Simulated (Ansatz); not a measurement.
Free-standing chains of the atoms of InP, named by their start (strip: triangular double chain, ladder: square double chain); atoms and period are relaxed, and energies count from relaxed bulk InP (F-43m, 25.39 Å³/atom, gap on the mesh 0.57 eV).

Level of theory: DFT PBEsol, scalar-relativistic, plane waves, PAW in Ansatz 0.2.0.

Plane waves to 420 eV, a k mesh through Γ of 1×1×16 on the computed 2-atom cell and Gaussian smearing (0.05 eV); collinear spin from starting moments 0.5 0.5 μB.

Start (zigzag chain):

```xyz
2
Lattice="10.0000 0.0000 0.0000 0.0000 9.3000 0.0000 0.0000 0.0000 4.1234" Properties=species:S:1:pos:R:3 pbc="T T T"
In    4.4846    4.6500    0.0000
P     5.5154    4.6500    2.0617
```

Task: Give the relaxed structure and its energy.

Result: The free energy falls by 25 meV/atom.

| Item | Value |
| --- | --- |
| excess energy (eV per host atom) | 1.300 |
| period (Å) | 4.270 |
| gap on the mesh (eV) | 0.41 |
| size of the moment (μB per cell) | 0.00 |

Relaxed structure:
```xyz
2
Lattice="10.0000 0.0000 0.0000 0.0000 9.3000 0.0000 0.0000 0.0000 4.2699" Properties=species:S:1:pos:R:3 pbc="T T T"
In    4.4934    4.6500    0.0000
P     5.5066    4.6500    2.1350
```

Each run keeps its start's symmetry and one magnetic start, so lower states can exist.

The run took 3.1 min on 2 threads of Intel(R) Xeon(R) Processor @ 2.50GHz (Skylake/Cascade Lake), on a shared host, peak memory 0.61 GiB.